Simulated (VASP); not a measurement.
# SnS2 (P-3m1) in VASP: a series of runs

The runs below take SnS2 through relaxation of the atoms, with optB88-vdW, PBE+D3(BJ), LDA, rev-vdW-DF2.

All numbers are computed with VASP 6.6.1; they aren't measurements. Logs are shortened: lines on timing, memory, paths and dates and some standing lists are left out, and cuts for length are marked.

### 1 The crystal as given

The structure is trigonal, space group P-3m1 (No. 164). The conventional cell has a = 3.639 Å, b = 3.639 Å, c = 6.161 Å, α = 90.00°, β = 90.00°, γ = 120.00°. Sn (site symmetry -3m) has 6 S at 2.56 Å as nearest neighbours. S (site symmetry 3m) is surrounded by 3 Sn at 2.56 Å.

### 2 Relaxation of the atoms, optB88-vdW

INCAR reads:

```
SYSTEM = SnS2
AGGAC = 0.0
ALGO = Fast
EDIFF = 1E-6
EDIFFG = -0.01
ENCUT = 520
GGA = BO
IBRION = 2
ISIF = 2
ISMEAR = 0
KPAR = 2
LASPH = .True.
LCHARG = .False.
LREAL = .False.
LUSE_VDW = .True.
LWAVE = .False.
NELM = 100
NSW = 40
PARAM1 = 0.1833333333
PARAM2 = 0.22
PREC = Accurate
SIGMA = 0.05
```

KPOINTS reads:

```
k-points
0
Gamma
  10 10 6
  0 0 0
```

POSCAR reads:

```
SnS2
1.0
    3.6390000000      0.0000000000      0.0000000000
   -1.8195000000      3.1514664400      0.0000000000
    0.0000000000      0.0000000000      6.1614000000
Sn S
1 2
Direct
    0.0000000000      0.0000000000      0.0000000000
    0.3333333300      0.6666666700      0.2380952400
    0.6666666700      0.3333333300      0.7619047600
```

Potentials or basis: VASP PAW PBE potentials, release 64 (Sn_d, S).

Launch:

```console
cat potpaw_PBE.64/Sn_d/POTCAR potpaw_PBE.64/S/POTCAR > POTCAR
mpirun -np 2 vasp_std > vasp.out
```

OUTCAR:

```text
SYSTEM = SnS2
   EDIFF = 1E-6
   EDIFFG = -0.01
   ENCUT = 520
   GGA = BO
   IBRION = 2
   ISIF = 2
   ISMEAR = 0
   LASPH = .True.
   LREAL = .False.
   NELM = 100
   NSW = 40
   PREC = Accurate

 ion  position               nearest neighbor table
   1  0.000  0.000  0.000-   2 2.56   3 2.56   2 2.56   3 2.56   3 2.56   2 2.56
   2  0.333  0.667  0.238-   1 2.56   1 2.56   1 2.56
   3  0.667  0.333  0.762-   1 2.56   1 2.56   1 2.56

  LATTYP: Found a hexagonal cell.
 ALAT       =     3.6390000000
 C/A-ratio  =     1.6931574608

  Lattice vectors:

 A1 = (   3.6390000000,   0.0000000000,   0.0000000000)
 A2 = (  -1.8195000000,   3.1514664400,   0.0000000000)
 A3 = (   0.0000000000,   0.0000000000,   6.1614000000)

Analysis of symmetry for initial positions (statically):
=====================================================================
 Subroutine PRICEL returns:
 Original cell was already a primitive cell.

 Routine SETGRP: Setting up the symmetry group for a
 hexagonal supercell.

 Subroutine GETGRP returns: Found 12 space group operations
 (whereof 12 operations were pure point group operations)
 out of a pool of 24 trial point group operations.

The static configuration has the point symmetry D_3d.

Analysis of symmetry for dynamics (positions and initial velocities):
=====================================================================
 Subroutine PRICEL returns:
 Original cell was already a primitive cell.

 Routine SETGRP: Setting up the symmetry group for a
 hexagonal supercell.

 Subroutine GETGRP returns: Found 12 space group operations
 (whereof 12 operations were pure point group operations)
 out of a pool of 24 trial point group operations.

The dynamic configuration has the point symmetry D_3d.

 Subroutine INISYM returns: Found 12 space group operations
 (whereof 12 operations are pure point group operations),
 and found     1 'primitive' translations

----------------------------------------------------------------------------------------

                                     Primitive cell

  volume of cell :      70.6601

  direct lattice vectors                    reciprocal lattice vectors
     3.639000000  0.000000000  0.000000000     0.274800769  0.158656298  0.000000000
    -1.819500000  3.151466440  0.000000000     0.000000000  0.317312597  0.000000000
     0.000000000  0.000000000  6.161400000     0.000000000  0.000000000  0.162300776

  length of vectors
     3.639000000  3.638999996  6.161400000     0.317312597  0.317312597  0.162300776

  position of ions in fractional coordinates (direct lattice)
     0.000000000  0.000000000  0.000000000
     0.333333330  0.666666670  0.238095240
     0.666666670  0.333333330  0.761904760

  ion indices of the primitive-cell ions
   primitive index   ion index
                 1           1
                 2           2
                 3           3

----------------------------------------------------------------------------------------

 KPOINTS: k-points

Automatic generation of k-mesh.
 Grid dimensions read from file:
 generate k-points for:   10   10    6

 Generating k-lattice:

  Cartesian coordinates                     Fractional coordinates (reciprocal lattice)
     0.027480077  0.015865630  0.000000000     0.100000000  0.000000000  0.000000000
     0.000000000  0.031731260  0.000000000     0.000000000  0.100000000  0.000000000
     0.000000000  0.000000000  0.027050129     0.000000000  0.000000000  0.166666667

  Length of vectors
     0.031731260  0.031731260  0.027050129

  Shift w.r.t. Gamma in fractional coordinates (k-lattice)
     0.000000000  0.000000000  0.000000000

 Subroutine IBZKPT returns following result:
 ===========================================

 Found     72 irreducible k-points:

 Following reciprocal coordinates:
            Coordinates               Weight
  0.000000  0.000000  0.000000      1.000000
  0.100000  0.000000  0.000000      6.000000
  0.200000  0.000000  0.000000      6.000000
  0.300000 -0.000000  0.000000      6.000000
  0.400000 -0.000000  0.000000      6.000000
  0.500000 -0.000000  0.000000      3.000000
[... 16 lines left out ...]
  0.000000  0.400000  0.166667      6.000000
  0.500000 -0.000000  0.166667      6.000000
 [... further k-points ...]
   k-points           NKPTS =     72   k-points in BZ     NKDIM =     72   number of bands    NBANDS=     17
   number of dos      NEDOS =    301   number of ions     NIONS =      3
   total plane-waves  NPLWV =  37632
   dimension x,y,z NGX =    28 NGY =   28 NGZ =   48
   dimension x,y,z NGXF=    56 NGYF=   56 NGZF=   96
   ions per type =               1   2
   NGX,Y,Z   is equivalent  to a cutoff of  12.79, 12.79, 12.95 a.u.
   NGXF,Y,Z  is equivalent  to a cutoff of  25.58, 25.58, 25.90 a.u.
 SYSTEM =  SnS2
   PREC   = accura    normal or accurate (medium, high low for compatibility)
   ISTART =      0    job   : 0-new  1-cont  2-samecut
   ICHARG =      2    charge: 1-file 2-atom 10-const
[... 37 lines left out ...]
   LEPSILON=     F    determine dielectric tensor
   LRPA    =     F    only Hartree local field effects (RPA)
 conjugate gradient relaxation of ions
 non-spin polarized calculation
 RMM-DIIS sequential band-by-band and
 Gauss-broadening in eV      SIGMA  =   0.05
  energy-cutoff  :      520.00
  volume of cell :       70.66
 maximum number of plane-waves:      1922
 NGX is ok and might be reduce to    28
   NGX = 13   NGY = 13   NGZ = 23

--------------------------------------- Ionic step        1  -------------------------------------------

 number of electron      26.0000002 magnetization

 Free energy of the ion-electron system (eV)
  ---------------------------------------------------
  ext. energy  EPLUGINS =         0.00000000
  ---------------------------------------------------
  free energy    TOTEN  =        -6.85567891 eV

  energy without entropy =       -6.85567891  energy(sigma->0) =       -6.85567891

------------------------ aborting loop because EDIFF is reached ----------------------------------------

  FORCE on cell =-STRESS in cart. coord.  units (eV):
  Direction    XX          YY          ZZ          XY          YZ          ZX
  --------------------------------------------------------------------------------------
  -------------------------------------------------------------------------------------
  Total        1.6947256      1.6947256      1.0576886     -0.0000000      0.0000000      0.0000000
  in kB       38.4269417     38.4269416     23.9824898     -0.0000000      0.0000000      0.0000000
  external PRESSURE =      33.6121244 kB  Pullay stress =       0.0000000 kB

 VOLUME and BASIS-vectors are now :
 -----------------------------------------------------------------------------
  energy-cutoff  :      520.00
  volume of cell :       70.66
      direct lattice vectors                 reciprocal lattice vectors
     3.639000000  0.000000000  0.000000000     0.274800769  0.158656298  0.000000000
    -1.819500000  3.151466440  0.000000000     0.000000000  0.317312597  0.000000000
     0.000000000  0.000000000  6.161400000     0.000000000  0.000000000  0.162300776
[... 48 lines left out ...]
  FREE ENERGIE OF THE ION-ELECTRON SYSTEM (eV)
  ---------------------------------------------------
  free  energy   TOTEN  =        -6.8734618676 eV

  energy  without entropy=       -6.8734618676  energy(sigma->0) =       -6.87346187

Total vdW correction in eV:      4.1890360

--------------------------------------- Ionic step        3  -------------------------------------------

 number of electron      26.0000004 magnetization

 Free energy of the ion-electron system (eV)
  ---------------------------------------------------
  ext. energy  EPLUGINS =         0.00000000
  ---------------------------------------------------
  free energy    TOTEN  =        -6.87805443 eV

  energy without entropy =       -6.87805443  energy(sigma->0) =       -6.87805443

 E-fermi :   4.3436     XC(G=0):  -9.5134

 val. band max:        4.0559642025   @ k =   0.1000   0.0000   0.1667
 cond. band min:       5.3753560453   @ k =   0.5000  -0.0000   0.3333
 fundamental gap:      1.3193918427
 Fermi energy:         4.3435980131

 k-point     1 :       0.0000    0.0000    0.0000
  band No.  band energies     occupation
      1     -16.8761      2.00000
      2     -16.8761      2.00000
      3     -16.8209      2.00000
      4     -16.8002      2.00000
      5     -16.8002      2.00000
      6      -9.5157      2.00000
[... 9 lines left out ...]
     16       9.5720      0.00000
     17       9.5722      0.00000
[... 441 lines left out ...]
 k-point    24 :       0.5000   -0.0000    0.1667
  band No.  band energies     occupation
      1     -16.9463      2.00000
      2     -16.8412      2.00000
      3     -16.8352      2.00000
      4     -16.7742      2.00000
      5     -16.7658      2.00000
      6      -7.6258      2.00000
[... 9 lines left out ...]
     16      10.2650      0.00000
     17      10.5214      0.00000

 [... further k-points ...]
[... 5 lines left out ...]
  --------------------------------------------------------------------------------------
  -------------------------------------------------------------------------------------
  Total        1.0948514      1.0948514     -0.3426138      0.0000000     -0.0000000     -0.0000000
  in kB       24.8251347     24.8251346     -7.7685736      0.0000000     -0.0000000     -0.0000000
  external PRESSURE =      13.9605653 kB  Pullay stress =       0.0000000 kB

 VOLUME and BASIS-vectors are now :
 -----------------------------------------------------------------------------
  energy-cutoff  :      520.00
  volume of cell :       70.66
      direct lattice vectors                 reciprocal lattice vectors
     3.639000000  0.000000000  0.000000000     0.274800769  0.158656298  0.000000000
    -1.819500000  3.151466440  0.000000000     0.000000000  0.317312597  0.000000000
     0.000000000  0.000000000  6.161400000     0.000000000  0.000000000  0.162300776

 POSITION                                       TOTAL-FORCE (eV/Angst)
 -----------------------------------------------------------------------------------
      0.00000      0.00000      0.00000        -0.000000      0.000000     -0.000000
     -0.00000      2.10098      1.51233         0.000000      0.000000     -0.009566
      1.81950      1.05049      4.64907        -0.000000     -0.000000      0.009566
 -----------------------------------------------------------------------------------
    total drift:                               -0.000000     -0.000000     -0.000000

  FREE ENERGIE OF THE ION-ELECTRON SYSTEM (eV)
  ---------------------------------------------------
  free  energy   TOTEN  =        -6.8780544258 eV

  energy  without entropy=       -6.8780544258  energy(sigma->0) =       -6.87805443

Total vdW correction in eV:      4.1893417

 reached required accuracy - stopping structural energy minimisation
```

It took 3.6 min on 2 MPI ranks of Intel Xeon Platinum 8488C (Sapphire Rapids), shared host; peak memory 0.45 GiB.

What came out:

| Quantity | Value |
| --- | --- |
| Free energy | -6.8781 eV |
| Energy gained by relaxing | 7.5 meV/atom |
| Ionic steps | 3 |
| Pressure after relaxing | 1.4 GPa |
| Largest force after relaxing | 0.010 eV/Å |
| Band gap on the k mesh | 1.32 eV, indirect (least direct gap 1.74 eV) |

Forces in eV/Å, atoms in the order of the input:
```
Sn   0.000  0.000  0.000
S    0.000  0.000 -0.010
S    0.000  0.000  0.010
```

Step by step:
```csv
step,energy change (eV),largest force (eV/Å),pressure (GPa)
1,0.0000,0.5049,3.36
2,-0.0178,0.2275,2.28
3,-0.0224,0.0096,1.40
```

Final structure:
```
Sn S
1.0
     3.63900    0.00000    0.00000
    -1.81950    3.15147    0.00000
     0.00000    0.00000    6.16140
Sn S
1 2
Direct
  0.00000 0.00000 0.00000
  0.33333 0.66667 0.24545
  0.66667 0.33333 0.75455
```

Caveat: the PAW data sets were made with another functional, which shifts forces and pressure a little; spin-orbit coupling is left out, which moves the levels of the heavy elements.

### 3 Relaxation of the atoms, PBE+D3(BJ)

INCAR reads:

```
PREC = Accurate ; ENCUT = 520
EDIFF = 1E-6 ; ISMEAR = 0
SIGMA = 0.05 ; LREAL = F
LASPH = T ; NELM = 80
ALGO = Normal ; ISIF = 2
LWAVE = F ; LCHARG = F
GGA = PE ; IVDW = 12
IBRION = 2 ; NSW = 60
EDIFFG = -0.01 ; KPAR = 2
```

KPOINTS reads:

```
Automatic mesh
0
Gamma
  10 10 6
```

POSCAR is that of step 2.

Potentials or basis: VASP PAW PBE potentials, release 64 (Sn_d, S).

Launch:

```console
cat potpaw_PBE.64/Sn_d/POTCAR potpaw_PBE.64/S/POTCAR > POTCAR
mpirun -np 2 vasp_std > vasp.out
```

Run time: 1.7 min. Hardware: 2 MPI ranks of Intel Xeon Platinum 8375C at 2.90GHz (Ice Lake), shared host; peak memory 0.23 GiB.

It converged, with:

| Quantity | Value |
| --- | --- |
| Free energy | -14.1206 eV |
| Energy gained by relaxing | 2.8 meV/atom |
| Ionic steps | 3 |
| Pressure after relaxing | 0.0 GPa |
| Largest force after relaxing | 0.004 eV/Å |
| Band gap on the k mesh | 1.47 eV, indirect (least direct gap 1.86 eV) |
| Dispersion energy per atom | -0.313 eV |

Forces in eV/Å, atoms in the order of the input:
```
Sn   0.000  0.000  0.000
S    0.000  0.000 -0.004
S    0.000  0.000  0.004
```

Stress tensor (GPa, compression positive):
```
 0.65  0.00  0.00
 0.00  0.65  0.00
 0.00  0.00 -1.15
```

Step by step:
| step | energy change (eV) | largest force (eV/Å) | pressure (GPa) |
| --- | --- | --- | --- |
| 1 | 0.0000 | 0.3130 | 1.29 |
| 2 | -0.0068 | 0.1392 | 0.62 |
| 3 | -0.0085 | 0.0040 | 0.05 |

Final structure:
```
CELL_PARAMETERS angstrom
3.63900 0.00000 0.00000
-1.81950 3.15147 0.00000
0.00000 0.00000 6.16140
ATOMIC_POSITIONS crystal
Sn 0.00000 0.00000 0.00000
S 0.33333 0.66667 0.24261
S 0.66667 0.33333 0.75739
```

Levels at points of the mesh, in eV from the valence-band top:
```tsv
k point	band 9	band 10	band 11	band 12	band 13	band 14	band 15	band 16	band 17
(0.00, 0.00, 0.00)	-0.47	-0.47	-0.20	-0.16	-0.16	2.08	3.86	5.56	5.56
(0.50, 0.00, 0.00)	-4.31	-2.54	-2.31	-0.86	-0.22	1.72	4.59	6.09	6.28
(0.00, 0.00, 0.50)	-1.74	-0.53	-0.53	-0.08	-0.08	3.12	3.90	5.39	5.39
(0.50, 0.00, 0.50)	-4.60	-2.20	-1.86	-0.63	-0.45	1.48	4.77	5.61	6.35
```

Caveat: spin-orbit coupling is left out, which moves the levels of the heavy elements. A k mesh can miss the band edges.

### 4 Relaxation of the atoms, LDA

INCAR reads:

```
PREC = Accurate ; ENCUT = 520
EDIFF = 1E-6 ; ISMEAR = 0
SIGMA = 0.05 ; LREAL = F
LASPH = T ; NELM = 100
ALGO = Normal ; ISIF = 2
LWAVE = F ; LCHARG = F
GGA = CA ; IBRION = 2
NSW = 40 ; EDIFFG = -0.005
KPAR = 2
```

KPOINTS reads:

```
regular mesh
0
Gamma
  10 10 6
```

POSCAR is that of step 3.

Potentials or basis: VASP PAW LDA potentials, release 64 (Sn_d, S).

Launch:

```console
cat potpaw_LDA.64/Sn_d/POTCAR potpaw_LDA.64/S/POTCAR > POTCAR
mpirun -np 2 vasp_std > vasp.out
```

Wall time 24 s (2 MPI ranks of AMD EPYC 9R45 (Zen 5), shared host); peak memory 0.19 GiB.

Results (log left out):

```yaml
Free_energy: -15.0461 eV
Energy_gained_by_relaxing: 0.0 meV/atom
Ionic_steps: 3
Pressure_after_relaxing: -1.1 GPa
Band_gap_on_the_k_mesh: 1.40 eV, indirect (least direct gap 1.77 eV)
```

Stress tensor (GPa, compression positive):
```
-1.03  0.00  0.00
 0.00 -1.03  0.00
 0.00  0.00 -1.27
```

Final structure:
```cif
data_structure
_symmetry_space_group_name_H-M 'P 1'
_symmetry_Int_Tables_number 1
_cell_length_a 3.6390
_cell_length_b 3.6390
_cell_length_c 6.1614
_cell_angle_alpha 90.000
_cell_angle_beta 90.000
_cell_angle_gamma 120.000
_cell_volume 70.66
loop_
_atom_site_label
_atom_site_type_symbol
_atom_site_fract_x
_atom_site_fract_y
_atom_site_fract_z
_atom_site_occupancy
Sn1 Sn 0.00000 0.00000 0.00000 1
S1 S 0.33333 0.66667 0.23832 1
S2 S 0.66667 0.33333 0.76168 1
```

Levels at points of the mesh, in eV from the valence-band top:
| k point | band 11 | band 12 | band 13 | band 14 | band 15 | band 16 |
| --- | --- | --- | --- | --- | --- | --- |
| (0.00, 0.00, 0.00) | -0.17 | -0.17 | -0.13 | 1.95 | 3.64 | 5.40 |
| (0.50, 0.00, 0.00) | -2.41 | -0.80 | -0.21 | 1.62 | 4.45 | 6.02 |
| (0.00, 0.00, 0.50) | -0.57 | -0.09 | -0.09 | 2.99 | 3.68 | 5.24 |
| (0.50, 0.00, 0.50) | -1.84 | -0.58 | -0.42 | 1.43 | 4.65 | 5.54 |

Caveat: spin-orbit coupling is left out, which moves the levels of the heavy elements.

### 5 Relaxation of the atoms, rev-vdW-DF2

INCAR reads:

```
PREC     = Accurate       # precision mode
ENCUT    = 520            # plane-wave cutoff, eV
EDIFF    = 1E-6           # SCF threshold, eV
ISMEAR   = 0              # smearing method
SIGMA    = 0.05           # smearing width, eV
LREAL    = False          # projectors in reciprocal space
LASPH    = True           # aspherical terms in the spheres
NELM     = 80             # most SCF steps
ALGO     = Normal         # electronic algorithm
ISIF     = 2              # what is computed and relaxed
LWAVE    = False          # write WAVECAR
LCHARG   = False          # write CHGCAR
GGA      = MK             # functional
LUSE_VDW = True         
AGGAC    = 0.0          
PARAM1   = 0.1234       
PARAM2   = 0.711357     
ZAB_VDW  = -1.8867      
IBRION   = 2              # ionic algorithm
NSW      = 40             # ionic steps
EDIFFG   = -0.005         # ionic threshold
KPAR     = 2
```

KPOINTS reads:

```
Automatic mesh
0
Gamma
  10 10 6
```

POSCAR is that of step 4.

Potentials or basis: VASP PAW PBE potentials, release 64 (Sn_d, S).

Launch:

```console
cat potpaw_PBE.64/Sn_d/POTCAR potpaw_PBE.64/S/POTCAR > POTCAR
mpirun -np 2 vasp_std > vasp.out
```

It took 3.4 min on 2 MPI ranks of AMD EPYC 7R13 (Zen 3), shared host; peak memory 0.44 GiB.

Results (log left out):

* Free energy: -7.7990 eV
* Energy gained by relaxing: 4.9 meV/atom
* Ionic steps: 4
* Pressure after relaxing: 0.7 GPa
* Band gap on the k mesh: 1.34 eV, indirect (least direct gap 1.75 eV)

Forces on the atoms (eV/Å):
```
Sn   0.000  0.000  0.000
S    0.000  0.000 -0.002
S    0.000  0.000  0.002
```

Stress tensor (GPa, compression positive):
```
 1.50  0.00  0.00
 0.00  1.50  0.00
 0.00  0.00 -0.90
```

The path:
```csv
step,energy change (eV),largest force (eV/Å),pressure (GPa)
1,0.0000,0.4092,2.35
2,-0.0117,0.1854,1.45
3,-0.0148,0.0052,0.75
4,-0.0148,0.0022,0.70
```

Final structure:
```xyz
3
Lattice="3.6390 0.0000 0.0000 -1.8195 3.1515 0.0000 0.0000 0.0000 6.1614" Properties=species:S:1:pos:R:3 pbc="T T T"
Sn    0.0000    0.0000    0.0000
S     0.0000    2.1010    1.5038
S     1.8195    1.0505    4.6576
```

Levels at points of the mesh, in eV from the valence-band top:
```
           k point  band 10  band 11  band 12  band 13  band 14  band 15  band 16  band 17
(0.00, 0.00, 0.00)    -0.47    -0.22    -0.16    -0.16     1.90     3.83     5.50     5.50
(0.50, 0.00, 0.00)    -2.58    -2.30    -0.93    -0.23     1.63     4.50     6.01     6.17
(0.00, 0.00, 0.50)    -0.53    -0.53    -0.07    -0.07     3.02     3.86     5.32     5.32
(0.50, 0.00, 0.50)    -2.19    -1.87    -0.67    -0.47     1.35     4.65     5.47     6.34
```

Caveat: the PAW data sets were made with another functional, which shifts forces and pressure a little; spin-orbit coupling is left out, which moves the levels of the heavy elements. A k mesh can miss the band edges.

### 6 Overview

```csv
level,potentials or basis,gap on the mesh (eV),pressure (GPa)
optB88-vdW,"VASP PAW PBE potentials, release 64 (Sn_d, S)",1.32,1.4
PBE+D3(BJ),"VASP PAW PBE potentials, release 64 (Sn_d, S)",1.47,0.0
LDA,"VASP PAW LDA potentials, release 64 (Sn_d, S)",1.40,-1.1
rev-vdW-DF2,"VASP PAW PBE potentials, release 64 (Sn_d, S)",1.34,0.7
```

Alike in all rows: task relaxation of the atoms; no spin polarisation; cell atoms relaxed; k mesh 10 × 10 × 6; cutoff (eV) 520; smearing gaussian 0.05 eV.

Caveats: spin-orbit coupling is left out, which moves the levels of the heavy elements; the PAW data sets were made with another functional, which shifts forces and pressure a little (some runs).

Absolute energies hang on the potentials; compare differences alone.
